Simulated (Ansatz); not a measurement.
**PbSe (Fm-3m)**

Computed with DFT PBE, scalar-relativistic, plane waves, PAW in Ansatz.

Cutoff 420 eV; k points 10×10×10 on the computed 2-atom cell (Γ-centred); Gaussian smearing, width 0.01 eV; no spin polarisation.

The structure is relaxed at this level of theory with its symmetry kept.

```
Pb Se
1.0
     0.00000    3.10894    3.10894
     3.10894    0.00000    3.10894
     3.10894    3.10894    0.00000
Pb Se
1 1
Cartesian
  0.0000 0.0000 0.0000
  3.1089 3.1089 3.1089
```

```
Space group                                                                                                                                 : Fm-3m (No. 225)
Volume per atom                                                                                                                             : 30.05 Å³
Formation energy from the elements' standard states (uncorrected)                                                                           : -0.565 eV/atom
Kohn–Sham band gap                                                                                                                          : 0.43 eV, direct at L
Löwdin character of the top 1 eV of the valence band                                                                                        : Se 4p 75 %, Pb 6s 14 %, Pb 6p 9 %
Löwdin character of the lowest 1 eV of the conduction band                                                                                  : Pb 6p 73 %, Se 4s 12 %, Se 4p 10 %
Electron masses at the edge by Cartesian direction of the standard setting (m_e; degenerate bands sorted by energy; no spin-orbit coupling) : x: 0.13; y: 0.13; z: 0.13
Hole masses at the edge by Cartesian direction of the standard setting (m_e; degenerate bands sorted by energy; no spin-orbit coupling)     : x: 0.13; y: 0.13; z: 0.13
Bulk modulus                                                                                                                                : 47 GPa
Its pressure derivative                                                                                                                     : 4.4
Bader charges (e)                                                                                                                           : Pb (1 in the cell) 0.89, Se (1 in the cell) -0.89
```

Spin-orbit coupling is left out, which matters for the bands of heavy elements.